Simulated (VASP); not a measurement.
A run of VASP 6.6.1:

Contents of INCAR:

```
SYSTEM = Bi
PREC = Accurate
ENCUT = 520
EDIFF = 1E-7
ISMEAR = 0
SIGMA = 0.02
LREAL = .FALSE.
LASPH = .TRUE.
NELM = 100
ALGO = Normal
ISIF = 2
LWAVE = .FALSE.
LCHARG = .FALSE.
LDIPOL = .TRUE.
IDIPOL = 3
DIPOL = 0.5 0.5 0.500
GGA = PE
IVDW = 12
NBANDS = 22
```

KPOINTS

```
regular mesh
0
G
  9 9 1
  0 0 0
```

POSCAR

```
Bi
1.0
    4.2918852966      0.0000000000      0.0000000000
   -2.1459426483      3.7168816970      0.0000000000
    0.0000000000      0.0000000000     28.0000000000
Bi
2
Direct
    0.3333333333      0.6666666667      0.5310587305
    0.6666666667      0.3333333333      0.4689412695
```

Potentials or basis: VASP PAW PBE potentials, release 64 (Bi_d).

Launch:

```bash
$ cat potpaw_PBE.64/Bi_d/POTCAR > POTCAR
$ mpirun -np 1 vasp_std > vasp.out
```

Hardware: 1 thread of Intel(R) Xeon(R) Platinum 8488C (Sapphire Rapids), with other jobs on the host.

Question: Estimate the wall time of this run.

Answer: It took 3.3 min on 1 thread of Intel(R) Xeon(R) Platinum 8488C (Sapphire Rapids) (shared host), peak memory 0.53 GiB. Counts: scf iterations 23, k points 12.
